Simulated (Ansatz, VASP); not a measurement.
**Ca in VASP and in Ansatz**

```xyz
2
Lattice="4.0324 0.0000 0.0000 -2.0162 3.4921 0.0000 0.0000 0.0000 6.6058" Properties=species:S:1:pos:R:3 pbc="T T T"
Ca    0.0000    2.3281    1.6514
Ca    2.0162    1.1640    4.9543
```

Change from the starting cell: volume scaled by 1.04, crystal datasets.

Alike in both runs: task electric field gradients; functional PBE; k mesh 11 × 11 × 6; occupations fermi-dirac, width 0.08 eV; no spin polarisation.

|  | VASP | Ansatz |
| --- | --- | --- |
| version | VASP 6.6.1 | Ansatz 0.2.0 |
| potentials or method | VASP PAW PBE potentials, release 64 (Ca_sv), cutoff 520 eV | all-electron PAW with datasets made for the crystal, scalar-relativistic |

```tsv
	VASP	Ansatz	Ansatz less VASP
pressure (GPa)	-1.4	-1.4	-0.01
Vzz of the field gradient on the site that differs most (V/Å²)	-2.5	-2.4	+0.07
```

Ansatz ran all-electron here, so the differences hold the error of VASP's frozen core and of both bases.
